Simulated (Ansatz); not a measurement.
# Run record: Fe

Fe is taken as an experimental structure (space group Fm-3m, primitive cell doubled), 2 atoms in the cell. The computed pressure is over 10 GPa in size, so the cell is far from the computed equilibrium volume. Source: COD entry 9014591; it may be a high-temperature, high-pressure or metastable form.

Level of theory: DFT, PBEsol, PAW, plane waves, scalar-relativistic (Ansatz development build ahead of 0.2.0).

Input file:

```yaml
crystal:
  lattice:
    - [0.0, 3.583, 3.583]
    - [1.7915, 0.0, 1.7915]
    - [1.7915, 1.7915, 0.0]
  atoms:
    - { symbol: Fe, position: [0.0, 0.0, 0.0], spin: 4.0 }
    - { symbol: Fe, position: [0.5, 0.0, 0.0], spin: 4.0 }
magnetization:
  spin_polarized: true
hamiltonian:
  xc: pbesol
  pseudopotentials: { kind: paw }
basis:
  ecutwfc: 420
kpoints:
  mp_grid: { grid: [6, 12, 12] }
scf:
  occupations: { method: fermi_dirac, width: 0.1 }
  lower_state_search: "off"
output:
  forces: true
  stress: true
```

Output (shortened):

```
Pseudopotentials: kind: paw
Pseudopotential: Fe, paw, valence charge 16, recommended cutoff 420 eV (normal), Fe.paw.azcp
Functional definition: PBEsol
Crystal: 2 atoms, lattice volume = 22.999 Å³
Basis set: ecut = 420 eV, 457 PW (Γ), exchange–correlation on 72×36×36 points (8 copies of the dense FFT grid, shifted against one another)
Bands: 24, of which v1, the nominal top of the filled ones, is band 16 counted from 1 (15 counted from 0)
Symmetry: 24 space group operations
Space group: Fm-3m (ITA 225), of the structure as read, at distance tolerance 2.8e-5 Å
Magnetic group: BNS 225.116 (UNI 1618), of the structure as read, at distance tolerance 2.8e-5 Å
k-points: 98 of 864
Non-local potential: Fe, projectors of the file, l = 0: 3, l = 1: 2, l = 2: 3, l = 3: 1
PAW frozen core: Fe, regenerated for the run's functional, and the local potential with it (the file was generated under x = pbe(κ = 0.804, μ = 0.2195149727645171), c = pbe(β = 0.06672455060314922))
Initial density: superposition of atomic densities (chi_scale 0.1, normalization cell)
Starting moments: Σ|m| = 8 μB on 2 of 2 sites
Initial wavefunctions: pseudopotential atomic-orbital guess
Functional: x = pbesol(κ = 0.804, μ = 0.12345679012345678), c = pbesol(β = 0.046)
iter 1 solved again at ethr=2.41e-3 eV; its pass at ethr=3.10e-3 eV (dr2=7.71e-1 eV) is discarded
SCF iter   1: F=—  HF=-8896.890351 eV  |F-HF|=—  |Δ(HF+E_count)|=         —  Δρ=1.25e-1 (↑1.25e-1 ↓6.88e-2)  dr2=7.72e-1  dr2_m=1.86e0  M=5.630 μB ∫|m|=5.704 μB  β_m=0.30  ethr=2.41e-3  ⟨swp⟩=1.0  Hψ=23286  notcnv=0
Mixer restart at iter 1: flushing history
preconditioner: auto → none  [metal: Δε(μ)=0.037 eV  Ē_g=10.382 eV  σ=0.100 eV  W_gap=0.09  n_scr=2 (ndim 8)  ℏωp=31.0 eV  f_vac=0.000  D(μ)=1.69/eV (n_scr^D=22)  sad-step TF]
spin-set hold released at iteration 1 (the charge has settled, or the pull on large starting moments outlasts its swing): the magnetisation degrees of freedom join the quasi-Newton model from the next iteration; the mixer history was flushed
SCF iter   2: F=—  HF=-8897.032329 eV  |F-HF|=—  |Δ(HF+E_count)|=   1.42e-1  Δρ=8.26e-2 (↑8.26e-2 ↓5.82e-2)  dr2=1.71e-1  dr2_m=1.02e0  M=5.506 μB ∫|m|=5.605 μB  β_m=0.64  ethr=2.41e-3  ⟨swp⟩=2.0  Hψ=6063  notcnv=0
SCF iter   3: F=—  HF=-8897.500609 eV  |F-HF|=—  |Δ(HF+E_count)|=   4.68e-1  Δρ=6.73e-2 (↑6.73e-2 ↓1.35e-2)  dr2=7.38e-1  dr2_m=2.32e-1  M=4.935 μB ∫|m|=5.100 μB  β_m=0.52  ethr=5.35e-4  ⟨swp⟩=2.9  Hψ=9884  notcnv=0  defer=57
SCF iter   4: F=—  HF=-8897.341868 eV  |F-HF|=—  |Δ(HF+E_count)|=   1.59e-1  Δρ=1.22e-2 (↑3.99e-3 ↓1.22e-2)  dr2=8.25e-3  dr2_m=1.30e-2  M=4.780 μB ∫|m|=4.970 μB  β_m=0.76  ethr=5.35e-4  ⟨swp⟩=2.7  Hψ=10030  notcnv=0  defer=130
[... 22 iterations left out ...]
SCF iter  27: F=—  HF=-8897.359237 eV  |F-HF|=—  |Δ(HF+E_count)|=   4.34e-5  Δρ=2.10e-4 (↑1.97e-4 ↓2.10e-4)  dr2=6.59e-8  dr2_m=8.67e-6  M=3.890 μB ∫|m|=4.032 μB  β_m=0.03  ethr=6.96e-11  ⟨swp⟩=5.3  Hψ=17380  notcnv=0
SCF iter  28: F=—  HF=-8897.359222 eV  |F-HF|=—  |Δ(HF+E_count)|=   1.52e-5  Δρ=1.87e-4 (↑1.87e-4 ↓1.86e-4)  dr2=4.20e-8  dr2_m=7.26e-6  M=3.909 μB ∫|m|=4.051 μB  β_m=0.07  ethr=6.96e-11  ⟨swp⟩=4.6  Hψ=15939  notcnv=0
SCF iter  29: F=—  HF=-8897.359198 eV  |F-HF|=—  |Δ(HF+E_count)|=   2.37e-5  Δρ=1.64e-4 (↑1.60e-4 ↓1.64e-4)  dr2=3.68e-8  dr2_m=5.50e-6  M=3.942 μB ∫|m|=4.085 μB  β_m=0.07  ethr=6.96e-11  ⟨swp⟩=4.9  Hψ=16595  notcnv=0
SCF iter  30: F=—  HF=-8897.359205 eV  |F-HF|=—  |Δ(HF+E_count)|=   6.65e-6  Δρ=1.70e-4 (↑1.70e-4 ↓1.70e-4)  dr2=3.06e-8  dr2_m=6.06e-6  M=3.932 μB ∫|m|=4.075 μB  β_m=0.01  ethr=6.96e-11  ⟨swp⟩=4.5  Hψ=14757  notcnv=0
SCF iter  31: F=—  HF=-8897.359193 eV  |F-HF|=—  |Δ(HF+E_count)|=   1.15e-5  Δρ=2.18e-4 (↑1.56e-4 ↓2.18e-4)  dr2=1.63e-6  dr2_m=6.36e-6  M=3.949 μB ∫|m|=4.092 μB  β_m=0.00  ethr=6.96e-11  ⟨swp⟩=4.7  Hψ=15880  notcnv=0
SCF iter  32: F=—  HF=-8897.359180 eV  |F-HF|=—  |Δ(HF+E_count)|=   1.29e-5  Δρ=1.93e-4 (↑1.47e-4 ↓1.93e-4)  dr2=9.29e-7  dr2_m=5.52e-6  M=3.969 μB ∫|m|=4.113 μB  ethr=6.96e-11  ⟨swp⟩=1.0  Hψ=16155  notcnv=0
Mixer restart at iter 32: flushing history
iteration 32: the SCF's residuals had fallen too slowly under its mixing. It goes on by minimising its free energy, and can end on another state than longer mixing would; under `scf.algorithm: density_mixing` no SCF does so, but by `scf.convergence.dm_fallback`
SCF iter  33: F=—  HF=-8897.359235 eV  |F-HF|=—  |Δ(HF+E_count)|=   5.48e-5  Δρ=3.00e-4 (↑3.29e-5 ↓3.00e-4)  dr2=1.01e-5  dr2_m=4.86e-6  M=3.896 μB ∫|m|=4.038 μB  ethr=6.96e-11  ⟨swp⟩=4.0  Hψ=33565  notcnv=0
SCF iter  34: F=—  HF=-8897.359236 eV  |F-HF|=—  |Δ(HF+E_count)|=   7.41e-7  Δρ=2.18e-4 (↑2.18e-4 ↓1.89e-4)  dr2=1.14e-7  dr2_m=8.69e-6  M=3.891 μB ∫|m|=4.033 μB  ethr=6.96e-11  ⟨swp⟩=2.2  Hψ=19380  notcnv=0
SCF iter  35: F=—  HF=-8897.359970 eV  |F-HF|=—  |Δ(HF+E_count)|=   7.34e-4  Δρ=7.80e-6 (↑5.14e-6 ↓7.80e-6)  dr2=3.17e-9  dr2_m=7.94e-9  M=3.307 μB ∫|m|=3.434 μB  ethr=6.96e-11  ⟨swp⟩=4.7  Hψ=22517  notcnv=0
SCF iter  36: F=-8897.359970 eV  HF=-8897.359970 eV  |F-HF|=2.18e-11  |Δ(HF+E_count)|=   2.52e-8  Δρ=5.61e-7 (↑5.61e-7 ↓2.69e-7)  dr2=2.58e-11  dr2_m=2.88e-11  M=3.308 μB ∫|m|=3.435 μB  ethr=9.92e-12  ⟨swp⟩=1.5  Hψ=13630  notcnv=0
SCF iter  37: F=-8897.359970 eV  HF=-8897.359970 eV  |F-HF|=2.00e-11  |Δ(HF+E_count)|=    0.00e0  Δρ=5.61e-7 (↑5.61e-7 ↓2.69e-7)  dr2=2.58e-11  dr2_m=2.88e-11  M=3.308 μB ∫|m|=3.435 μB  ethr=1.00e-12  ⟨swp⟩=1.1  Hψ=13788  notcnv=0
SCF 1 converged in 37 iterations: F = -8897.359970 eV  dr2 = 2.58e-11
  greatest PAW one-centre occupation: 1.001 electrons in one spin orbital (limit 2), on the Fe atom at site 1 (counted from 0), in its partial waves of l = 1
SCF converged after 37 iterations
Stability not told: the lowest value that the SCF's own minimisation read on its close, 7.8e-2 (residual 7.0e-4), is positive but too near zero to vouch for directions that it does not look along: no lower mode is shown, and none is ruled out
Magnetization: 3.3084 μB (17.6542 up, 14.3458 down)
Absolute magnetization: 3.4355 μB (∫|ρ↑−ρ↓|, with the PAW one-centre terms)
Spin contamination: 0.0399 ħ² per cell (⟨S²⟩ above its minimum at these occupations)
Per-site moments (μB) at R_I (Å): [(1.6776, 1.0450), (1.6776, 1.0450)]
Free energy (F): -8897.359970 eV
Harris-Foulkes:  -8897.359970 eV  (|F-HF|=2.00e-11)
Internal energy: -8897.229826 eV  (E = F + TS)
E sigma→0 (E₀):  -8897.294898 eV
Entropy (-TS):   -0.130144 eV (-65.072 meV/atom)
Fermi energy:    18.087083 eV
--- Per-component energies (eV) ---
  E_band       = -435.229539
  E_kinetic    = 701.130758
  E_local      = -4154.732599  (includes V_loc(G=0)·N_el)
  E_nonlocal   = 436.892683
  E_hartree    = 1738.141939
  E_xc         = -234.137623
  E_vxc        = -302.733373  (∫ρ·V_xc dr)
  E_paw        = -2667.826769  (= ΣΔE_a)
  E_vpaw       = -592.072147  (= ΣTr[D̂ρ^β])
  E_aug_tail   = 0.001556  (compensation charges beyond the density's cutoff)
  E_ewald      = -4717.058175
  E_core_change = 0.358403  (= ΣΔE_core)
  E_smearing   = -0.130144  (= −TS)
  E_closure    = 0.000000  (closes the sum)
  Σ components = -8897.359970   (vs F -8897.359970, Δ=0.00e0)
--- Forces (eV/Å), atoms counted from 1 ---
  atom   1  Fe     0.00000000     0.00000000     0.00000000
  atom   2  Fe     0.00000000    -0.00000000     0.00000000
  max |Σ_I F_I| component: 6.73e-29 eV/Å
--- Stress (GPa, compression-positive) ---
      -18.919617      -0.000001      -0.000001
       -0.000001     -18.919617       0.000001
       -0.000001       0.000001     -18.919617
  P = ⅓ Tr σ = -18.9196 GPa (-189.196 kbar)
--- Band table (eV; the first three rows and the last of 196) ---
  k-point 0 ↑: bands = ["-69.4715", "-69.4006", "-35.8070", "-35.4634", "-35.4634", "-35.4084", "-35.4084", "-35.4084", "9.5726", "13.3585", "15.8567", "15.8567", "16.0798", "16.0798", "16.0798", "17.0961", "17.0961", "18.0203", "18.1540", "18.1540", "24.8077", "38.4734", "39.7409", "42.2821"]
  k-point 1 ↑: bands = ["-69.4667", "-69.3990", "-35.7954", "-35.4798", "-35.4695", "-35.4356", "-35.4121", "-35.4121", "9.8423", "13.5159", "15.6927", "15.9833", "15.9941", "16.1485", "16.1485", "16.9576", "17.0675", "17.0675", "18.1638", "19.3093", "25.0124", "37.7125", "39.2479", "40.5540"]
  k-point 2 ↑: bands = ["-69.4538", "-69.3948", "-35.7663", "-35.5219", "-35.5095", "-35.4862", "-35.4222", "-35.4222", "10.6140", "13.8939", "15.2325", "15.7969", "16.1755", "16.2645", "16.2645", "16.3421", "17.0718", "17.0718", "18.1920", "20.3653", "25.7230", "35.4217", "36.4112", "38.1951"]
  k-point 97 ↓: bands = ["-67.4340", "-67.4340", "-33.8456", "-33.8456", "-33.6597", "-33.6597", "-33.5969", "-33.5969", "15.0817", "15.0817", "15.9030", "15.9030", "17.2808", "17.2808", "18.6705", "18.6705", "20.0495", "20.0495", "22.1173", "22.1173", "27.7959", "27.7959", "33.3626", "33.3626"]
```

Among 11 converged runs of this cell from various starts and settings, this end is the lowest found.

The mesh is too coarse to rank close states of a metal with certainty: differences of some tens of meV/atom may change, at times in sign.

The run took 30 s on 2 threads of Arm Neoverse V2, on a shared host, peak memory 0.55 GiB.
